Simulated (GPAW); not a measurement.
Ti2O: relaxation of cell and atoms with PBEsol

The system is Ti2O.

```
CELL_PARAMETERS angstrom
2.91940 0.00000 0.00000
-1.45970 2.52827 0.00000
0.00000 0.00000 4.71300
ATOMIC_POSITIONS crystal
Ti 0.33333 0.66667 0.72126
Ti 0.66667 0.33333 0.27874
O 0.00000 0.00000 0.00000
```

```
Program             : GPAW 26.7.0
Task                : relaxation of cell and atoms
Functional          : PBEsol
Potentials or basis : PAW data sets generated in the run's folder for this functional
Cutoff              : 800 eV
Basis               : pw
k mesh              : 7 × 7 × 4
Occupations         : fermi-dirac, width 0.05 eV
Spin                : no spin polarisation
Target pressure     : 20 GPa
Maxiter             : 150
Optimizer           : BFGS
Fmax                : 0.02 eV/Å
Max steps           : 60
Target pressure     : 20 GPa
Convergence         : density=1e-05 forces=0.0001
```

The relaxed volume is 10.97 Å³/atom. The relaxed cell is a = 2.870 Å, b = 2.870 Å, c = 4.615 Å, α = 90.00°, β = 90.00°, γ = 120.00°, the space group after relaxing (to 0.05 Å) is P-3m1 (No. 164) and the energy change on relaxing (the enthalpy is what falls) is +24.5 meV/atom. The ionic steps are 10 and the pressure after relaxing is 20.1 GPa. The largest force after relaxing is 0.004 eV/Å. The band gap on the k mesh is none (metal or under the smearing width).

Forces on the atoms (eV/Å):
```
Ti   0.000  0.000 -0.004
Ti   0.000  0.000  0.004
O    0.000  0.000  0.000
```

Step by step:
```csv
step,energy change (eV),largest force (eV/Å),pressure (GPa),volume (Å³)
1,0.0000,1.3077,5.33,34.79
2,-0.0175,0.8805,8.86,34.26
3,0.0717,0.1999,19.94,32.95
4,0.0599,0.0633,19.10,33.03
5,0.0631,0.0106,19.29,33.00
6,0.0738,0.0349,20.00,32.91
7,0.0764,0.0275,20.19,32.89
8,0.0779,0.0099,20.34,32.88
9,0.0765,0.0018,20.27,32.89
10,0.0736,0.0037,20.09,32.91
```

Final structure:
```
Ti O
1.0
     2.86956    0.00000    0.00000
    -1.43478    2.48511    0.00000
     0.00000    0.00000    4.61513
Ti O
2 1
Direct
  0.33333 0.66667 0.73305
  0.66667 0.33333 0.26695
  0.00000 0.00000 0.00000
```

Levels at points of the mesh, in eV from the Fermi level:
```
           k point  band 11  band 12  band 13  band 14  band 15  band 16  band 17  band 18  band 19  band 20
(0.00, 0.00, 0.00)    -6.60    -6.60    -3.60    -0.13     0.17     0.56     0.56     1.18     1.18     1.21
(0.00, 0.00, 0.50)    -6.68    -6.68    -1.85    -1.65     0.05     0.05     1.42     2.21     2.21     2.38
```

Run time: 2.9 min on 1 thread of Arm Neoverse V2, on a shared host, peak memory 0.3 GiB.

Caveat: later steps reuse the first step's grids; semilocal functionals often make such compounds metallic where correlation or magnetic order opens a gap, which also shifts bond lengths.
